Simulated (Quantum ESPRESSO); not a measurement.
**Bi under changes of volume**

One of the cells (31.117 Å³/atom); the others are scaled copies at fixed shape and fractional positions:

```
Bi
1.0
    -1.98143    1.98143    1.98143
     1.98143   -1.98143    1.98143
     1.98143    1.98143   -1.98143
Bi
1
Direct
  0.00000 0.00000 0.00000
```

This isn't the form of Bi at room conditions, which is rhombohedral.

| Item | Value |
| --- | --- |
| Program | Quantum ESPRESSO 7.5 |
| Functional | r2SCAN |
| Potentials or basis | SG15 PBE 1.2 |
| Cutoff | 898 eV |
| Density cutoff | 3592 eV |
| k mesh | 7 × 7 × 7 |
| Occupations | fermi-dirac, width 0.05 eV |
| Spin | no spin polarisation |

```tsv
volume (Å³/atom)	energy over the lowest point (meV/atom)	pressure (GPa)
29.250	17.87	3.7
29.872	6.53	2.2
30.495	0.77	0.8
31.117	0.00	-0.4
31.739	3.72	-1.5
32.362	?	?
32.984	22.77	-3.4
```

Q: What does the run at 32.362 Å³/atom give?

A: Energy over the lowest point 11.45 meV/atom; pressure -2.5 GPa.

Worked out: A Birch-Murnaghan fit of order 3 (a polynomial in V^(-2/3)) to the other rows has its minimum at 30.90 Å³/atom with B0 = V·E''(V) = 59 GPa and B' = 4.5. It gives 11.45 meV/atom at 32.362 Å³/atom, against the run's 11.45, and -dE/dV = -2.5 GPa, against -2.5.

Energies are extrapolated to zero smearing.

Caveats: the potentials were made for another functional, which shifts forces and pressure.
